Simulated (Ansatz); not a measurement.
# The valence band of GaAs as photoemission sees it

Aim: the valence spectrum of GaAs from He I to hard X-rays, and which orbitals make each feature.

What experiments report for this system:
- Band energy, binding energy of the Ga-dominated valence-band density-of-states peak, Fermi level placed at mid-gap: 7.8 eV (angle-integrated standing-wave hard X-ray photoemission at about 2.7 keV; undoped (001) single crystal, HCl etched; approximate peak position used to align experiment and theory; 20 K; Energy zero not measured: Fermi level placed at middle of calculated gap, axis calibrated on valence band maximum; peak used to align with theory; resolution about 0.3 eV). “Element- and momentum-resolved electronic structure of the dilute magnetic semiconductor manganese doped gallium arsenide”, 2018, pmc:6098022.
- Spin–orbit splitting, cubic Dresselhaus coefficient gamma of the conduction band, H = gamma sum sigma_i k_i (k_{i+1}^2 - k_{i+2}^2); spin splitting is twice the precession term: 24 eV A3 (earlier experiment quoted by the authors; bulk GaAs; Literature value quoted in passing in the theory discussion; factor-of-two convention (gamma versus 2 gamma) differs between sources; sign not determined). Quoted in “Weak Antilocalization and Spin Precession in Quantum Wells”, 1996, arxiv:cond-mat/9602068.

Program: Ansatz 0.2.0. Level of theory: DFT, PBEsol, plane-wave PAW, default files, scalar-relativistic, in the first sound run; inputs show where later runs differ. Results are calculated unless marked as measured.

**1. The starting structure**

The structure is cubic, space group F-43m (No. 216). Conventional cell: a = 5.654 Å, b = 5.654 Å, c = 5.654 Å, α = 90.00°, β = 90.00°, γ = 90.00°. Nearest to As lie 4 Ga at 2.45 Å. Nearest to Ga lie 4 As at 2.45 Å. Farther neighbours are not listed.

**2. The base run**

The base run gives the projected DOS, from which the spectra are built. The DOS is taken on a denser mesh than the density.

The input, input.yaml:

```yaml
crystal:
  lattice:
    - [0.0, 2.82685, 2.82685]
    - [2.82685, 0.0, 2.82685]
    - [2.82685, 2.82685, 0.0]
  atoms:
    - { symbol: As, position: [0.75, 0.75, 0.75] }
    - { symbol: Ga, position: [0.0, 0.0, 0.0] }
kpoints:
  mp_grid: { grid: [12, 12, 12] }
  band_path:
    path:
      - [[0.0, 0.0, 0.0], [-0.5, -0.5, 0.0], [-0.375, -0.375, 0.25]]
      - [[-0.375, 0.0, 0.375], [0.0, 0.0, 0.0], [0.0, 0.0, 0.5], [-0.5, -0.25, 0.25], [-0.5, -0.5, 0.0]]
    npoints: 15
scf:
  occupations: { method: fermi_dirac, width: 0.05 }
  n_extra_bands: 8
hamiltonian:
  xc: pbesol
  pseudopotentials: { kind: paw }
output:
  forces: true
  stress: true
  dos:
    projected: true
    de: 0.05
    e_range: [-36, 12]
    nscf_kmesh: { grid: [20, 20, 20] }
  fatbands: true
```

Launch:

```sh
ansatz run input.yaml --threads 2 --pin off --max-ram 4096MiB --backend cpu --events-out ev --progress --plain --runs-dir out
```

The runs that follow: with spin–orbit coupling; with r²SCAN; another try. Settings of the main run: cutoff 420 eV, 12×12×12 k-mesh, Fermi-Dirac occupations, smearing width 0.05 eV, photon energies (21.2, 60, 150, 1486.7, 5950) eV, gaussian fwhm 0.35 eV, lorentzian fwhm at zero 0.2 eV, sample temperature 77 K, light linear, analyser angle 10 deg from the beam (unpolarised) or the polarisation (linear), emission gaussian fwhm 0.8 eV, DOS k mesh 20×20×20, DOS method tetrahedron, paw.

Q: Predict the results at each level.

GaAs is an insulator or semiconductor at the base level (gap 0.44 eV), and its valence spectrum changes with photon energy as the shells' cross sections do. At 21.2 eV the valence spectrum has its highest listed peaks within 10.8 eV at 2.6 eV (As 4p) and 6.8 eV (As 4p). At 1486.7 eV the valence spectrum has its highest listed peaks within 13 eV at 2.7 eV (As 4p), 6.8 eV (Ga 4s) and 10.9 eV (As 4s), and the deeper As 3d line at 35.5 eV is higher still (without the spin–orbit splitting that a measurement shows).

* least gap on the mesh and the path: 0.44 eV
* strongest listed peak within 13 eV of the zero, at 1486.7 eV: 10.9 eV binding, mostly As 4s
* strongest listed peak within 13 eV of the zero, at 21.2 eV: 2.6 eV binding, mostly As 4p
* PBEsol (11 s on 2 threads): gap 0.44 eV, highest Al Kα peak within 13 eV at 10.9 eV (As 4s)
* spin–orbit (73 s on 2 threads): gap 0.33 eV, highest Al Kα peak within 13 eV at 11.0 eV (As 4s)
* r²SCAN (28 s on 2 threads): gap 1.02 eV, highest Al Kα peak within 13 eV at 11.7 eV (As 4s)

The shell named is the one with most of the intensity, cross sections included, not always the one with most states there. In the main run, from 1486.7 eV towards hard X-rays the As 4s share grows by 25 points, as its cross section falls more slowly with photon energy than those of the shells it gains on. With spin-orbit coupling on, the gap goes from 0.44 to 0.33 eV. With r²SCAN, the gap goes from 0.44 to 1.02 eV. No difference from the measured values is worked out, since they weren't matched one to one with these outputs. At 21.2 eV the area is led by As 4p (88 %), at 5950 eV by As 4s (30 %), since cross sections fall faster with photon energy for shells of higher angular momentum. Kohn–Sham levels aren't quasiparticle energies, so peak positions are approximate. Semilocal functionals underbind filled localised shells, so the As 3d and Ga 3d peak should lie deeper in a measurement, and spin–orbit coupling splits d and f lines of heavy atoms. Each run has its own recipe for the spectra (widths, photon energies, in some runs the light), so peak heights and places can differ between runs for that reason too. Semilocal Kohn–Sham gaps are too small as a rule. Runs of this task that aren't shown: a run on the same cell and settings as one shown (Ansatz). Where the gap is narrow, the read-outs count from the Fermi level, which lies inside the gap.

[Logs are printed without paths, hosts, clocks, repeated set-up lines and the standing remarks that a program may print on its own settings, such as how far it seeks lower states.]

[Hosts, paths, dates, database ids (printed as entryN), source tags and the programs' standing remarks are cut or masked in the printed files.]

[Maps of the electrostatic potential energy from Ansatz leave out the sawtooth potential of an applied field or a dipole correction, so their vacuum need not be flat; work functions include it.]

[Peak lists hold at most the 14 tallest peaks of each spectrum; further lines can be left out.]
